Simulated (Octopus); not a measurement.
## CaSe under changes of volume

One of the cells (25.829 Å³/atom); the others are scaled copies at fixed shape and fractional positions:

```
CELL_PARAMETERS angstrom
0.00000 2.95600 2.95600
2.95600 0.00000 2.95600
2.95600 2.95600 0.00000
ATOMIC_POSITIONS crystal
Se 0.50000 0.50000 0.50000
Ca 0.00000 0.00000 0.00000
```

- Program: Octopus 16.4
- Functional: PBEsol
- Potentials or basis: pseudodojo_pbesol (PseudoDojo 0.4, PBEsol)
- Grid spacing: 0.131 Å
- k mesh: 8 × 8 × 8
- Occupations: fermi-dirac, width 0.05 eV
- Spin: no spin polarisation

```tsv
volume (Å³/atom)	energy over the lowest point (meV/atom)	gap on the mesh (eV)
24.280	14.66	1.77
24.796	8.15	1.83
25.313	2.82	1.89
25.829	0.00	1.94
26.346	0.08	1.98
26.863	?	?
27.379	9.44	2.07
```

What does the run at 26.863 Å³/atom give?

Energy over the lowest point 2.33 meV/atom; gap on the mesh 2.03 eV.

Worked out: A Birch-Murnaghan fit of order 3 (a polynomial in V^(-2/3)) to the other rows has its minimum at 26.11 Å³/atom with B0 = V·E''(V) = 47 GPa (rough, since the energies scatter). It gives 3.02 meV/atom at 26.863 Å³/atom, against the run's 2.33. A straight line through the other rows of the gap, of slope 2.48 eV per unit of ln V, gives 2.03 eV, against the run's 2.03.

Energies are extrapolated to zero smearing.

A mesh can miss the band edges. Spin-orbit coupling on Se is left out.
